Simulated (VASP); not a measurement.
# BN, relaxation of the cell: which settings are enough?

BN, F-43m (no. 216), 2 atoms in the cell. LAK; PAW potentials N, B (PBE set). VASP 6.6.1. The cell is changed on purpose: volume scaled by 1.06.

Wanted: cell volume within 0.05 %; lattice lengths within 0.03 %; shortest distances from each atom, periodic images included within 0.002 Å.

What the run is for: cell; Accuracy asked: tight.

The series start from Plane-wave cutoff (eV): 600; k-point mesh: 8 × 8 × 8; Relaxation passes: 2; Ionic threshold (EDIFFG): -0.005; Electronic threshold (eV): 1e-6; Precision mode (PREC): Accurate; Relaxation algorithm: IBRION=2 POTIM=0.5. Each series keeps the choices made before it, and each single choice may use up half of a tolerance. Times cover all steps of a run.

## Plane-wave cutoff (eV)

| Plane-wave cutoff (eV) | Cell volume (Å³) | Lattice lengths, largest deviation against the largest value | Shortest distances from each atom, periodic images included, largest deviation (Å) | Time (s) |
|---|---|---|---|---|
| 400 | 11.69 | 0.68 % | 0.0107 | 89 |
| 460 | 11.87 | 0.19 % | 0.0030 | 102 |
| 520 | 11.92 | 0.046 % | 0.0007 | 117 |
| 600 | 11.93 | 0.0086 % | 0.0001 | 104 |
| 700 | 11.94 | 0.0019 % | 0.0000 | 104 |
| 840 (reference) | 11.94 | 0 % | 0.0000 | 229 |

Chosen: 700, the loosest value from which every tighter one stays within half of the tolerance.

## k-point mesh

| k-point mesh | Cell volume (Å³) | Lattice lengths, largest deviation against the largest value | Shortest distances from each atom, periodic images included, largest deviation (Å) | Time (s) |
|---|---|---|---|---|
| 4 × 4 × 4 | 11.96 | 0.059 % | 0.0009 | 91 |
| 5 × 5 × 5 | 11.94 | 0.013 % | 0.0002 | 92 |
| 7 × 7 × 7 | 11.94 | 0.00078 % | 0.0000 | 106 |
| 8 × 8 × 8 | 11.94 | 0.00039 % | 0.0000 | 104 |
| 10 × 10 × 10 | 11.94 | 0 % | 0.0000 | 165 |
| 13 × 13 × 13 (reference) | 11.94 | 0 % | 0.0000 | 235 |

Chosen: 7 × 7 × 7.

## Relaxation passes

| Relaxation passes | Cell volume (Å³) | Lattice lengths, largest deviation against the largest value | Shortest distances from each atom, periodic images included, largest deviation (Å) | Time (s) |
|---|---|---|---|---|
| 1 | 11.94 | 0 % | 0.0000 | 82 |
| 2 | 11.94 | 0 % | 0.0000 | 106 |
| 3 (reference) | 11.94 | 0 % | 0.0000 | 114 |

Chosen: 1.

## Ionic threshold (EDIFFG)

| Ionic threshold (EDIFFG) | Cell volume (Å³) | Lattice lengths, largest deviation against the largest value | Shortest distances from each atom, periodic images included, largest deviation (Å) | Time (s) |
|---|---|---|---|---|
| -0.05 | 11.94 | 0.016 % | 0.0003 | 55 |
| -0.02 | 11.94 | 0.016 % | 0.0003 | 56 |
| -0.01 | 11.94 | 0.016 % | 0.0003 | 57 |
| -0.005 | 11.94 | 0 % | 0.0000 | 82 |
| -0.002 (reference) | 11.94 | 0 % | 0.0000 | 82 |

Chosen: -0.005.

## Electronic threshold (eV)

| Electronic threshold (eV) | Cell volume (Å³) | Lattice lengths, largest deviation against the largest value | Shortest distances from each atom, periodic images included, largest deviation (Å) | Time (s) |
|---|---|---|---|---|
| 0.0001 | 11.94 | 0.0043 % | 0.0001 | 80 |
| 1e-5 | 11.94 | 0.0031 % | 0.0000 | 96 |
| 1e-6 | 11.94 | 0.0031 % | 0.0000 | 82 |
| 1e-7 (reference) | 11.94 | 0 % | 0.0000 | 134 |

Chosen: 0.0001.

## Precision mode (PREC)

| Precision mode (PREC) | Cell volume (Å³) | Lattice lengths, largest deviation against the largest value | Shortest distances from each atom, periodic images included, largest deviation (Å) | Time (s) |
|---|---|---|---|---|
| Normal | 11.94 | 0.0031 % | 0.0001 | 68 |
| Accurate (reference) | 11.94 | 0 % | 0.0000 | 80 |

Chosen: Normal.

## Relaxation algorithm

| Relaxation algorithm | Cell volume (Å³) | Lattice lengths, largest deviation against the largest value | Shortest distances from each atom, periodic images included, largest deviation (Å) | Time (s) |
|---|---|---|---|---|
| IBRION=2 POTIM=0.5 | 11.94 | 0 % | 0.0000 | 68 |
| IBRION=2 POTIM=0.2 | 11.94 | 0.018 % | 0.0003 | 45 |
| IBRION=1 POTIM=0.5 | 11.93 | 0.0062 % | 0.0001 | 58 |
| IBRION=1 POTIM=0.2 | 11.94 | 0.007 % | 0.0001 | 66 |

Chosen: IBRION=2 POTIM=0.5; no other choice that stays within half of the tolerance saves 30 % of the time.

## All choices together

| Input | Cell volume (Å³) | Lattice lengths, largest deviation against the largest value | Shortest distances from each atom, periodic images included, largest deviation (Å) | Time (s) |
|---|---|---|---|---|
| the program's defaults (naive) | 11.69 | 0.69 % | 0.0109 | 13 |
| chosen settings | 11.94 | 0.0043 % | 0.0001 | 68 |
| reference settings throughout | 11.94 | 0 % | 0.0000 | 673 |

The tolerance is met.

Values of the reference run: Lattice lengths: 2.565, 2.565, 2.565 Å; Shortest distances from each atom, periodic images included: 1.571, 1.571, 1.571, 1.571, 1.571, 1.571, 1.571, 1.571 Å.

## The input

INCAR.step1:
```
METAGGA = LAK
ISMEAR = 0
SIGMA = 0.03
LWAVE = F
LCHARG = F
NSW = 80
PREC = Normal
LASPH = T
LREAL = F
ALGO = Normal
EDIFF = 1E-4
NELM = 120
GGA_COMPAT = F
IBRION = 2
ISIF = 3
EDIFFG = -0.005
NELMIN = 4
ENCUT = 700
EFERMI = MIDGAP
LMIXTAU = T
POTIM = 0.5
```

INCAR.step2, as INCAR.step1 but for:
```
- NSW = 80
- IBRION = 2
- ISIF = 3
- EDIFFG = -0.005
- NELMIN = 4
- POTIM = 0.5
+ ISIF = 2
```

KPOINTS:
```
Automatic mesh
0
Gamma
  7 7 7
  0 0 0
```

POSCAR.step1:
```
BN
1.0
    0.0000000000      1.8485590667      1.8485590667
    1.8485590667      0.0000000000      1.8485590667
    1.8485590667      1.8485590667      0.0000000000
N B
1 1
Direct
    0.2500000000      0.2500000000      0.2500000000
    0.0000000000      0.0000000000      0.0000000000
```

Commands (each step's output is kept before the next begins):
```
cat potpaw_PBE.64/N/POTCAR potpaw_PBE.64/B/POTCAR > POTCAR
cp INCAR.step1 INCAR
cp POSCAR.step1 POSCAR
mpirun -np 1 vasp_std > vasp.out
cp CONTCAR POSCAR
cp INCAR.step2 INCAR
mpirun -np 1 vasp_std > vasp.out
```

The chosen input took VASP 6.6.1 68 s on 1 core (Intel Xeon Platinum 8488C (Sapphire Rapids)), a shared host.

## An input that fails: too few ionic steps

It gives no converged result.

Changes against the starting input:
```
- NSW = 80
- NELM = 120
+ NSW = 2
+ NELM = 50
```
